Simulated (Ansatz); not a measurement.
**Cs2AgBiBr6 and the effect of the Hubbard U on Ag d**

```cif
data_structure
_symmetry_space_group_name_H-M 'Fm-3m'
_symmetry_Int_Tables_number 225
_cell_length_a 11.2322
_cell_length_b 11.2322
_cell_length_c 11.2322
_cell_angle_alpha 90.000
_cell_angle_beta 90.000
_cell_angle_gamma 90.000
_cell_volume 1417.08
loop_
_atom_site_label
_atom_site_type_symbol
_atom_site_symmetry_multiplicity
_atom_site_Wyckoff_symbol
_atom_site_fract_x
_atom_site_fract_y
_atom_site_fract_z
_atom_site_occupancy
Bi1 Bi 4 a 0.00000 0.00000 0.00000 1
Cs1 Cs 8 c 0.25000 0.25000 0.75000 1
Ag1 Ag 4 b 0.50000 0.00000 0.00000 1
Br1 Br 24 e 0.00000 0.00000 0.74945 1
```

The cell comes from a database or a generator and needn't be the form met in nature.

Kept alike: task band structure; functional LDA; k mesh 4 × 4 × 4; occupations fermi-dirac, width 0.05 eV; no spin polarisation. Program: Ansatz, Ansatz PAW, cutoff 420 eV. The mesh is that of the run's cell of 10 atoms. No spin-orbit coupling.

| Hubbard U on Ag d, U (eV) | band gap (eV) |
| --- | --- |
| 0 | 1.102 |
| 1 | 1.191 |
| 2 | 1.267 |
| 3 | ? |
| 4 | 1.390 |
| 5 | 1.440 |
| 6 | 1.483 |
| 8 | 1.553 |

U acts here on a shell without spin polarisation. Spin-orbit coupling, left out here, moves the band edges of heavy atoms and can close or invert small gaps. How U acts hangs on the program's projectors. Gaps are the smaller of the mesh's and the band path's. All rows use potentials made for PBE. U is the effective U - J on orthogonalised atomic projectors. Double counting: fully localised limit (the default).

Problem. Fit the rows shown and predict the run at 3 eV.

Solution. A least-squares parabola through the rows shown is band gap = -0.003859 U² + 0.08653 U + 1.1057 (largest miss 0.0037); at U = 3 it gives 1.331 eV. The run gave: band gap 1.333 eV.
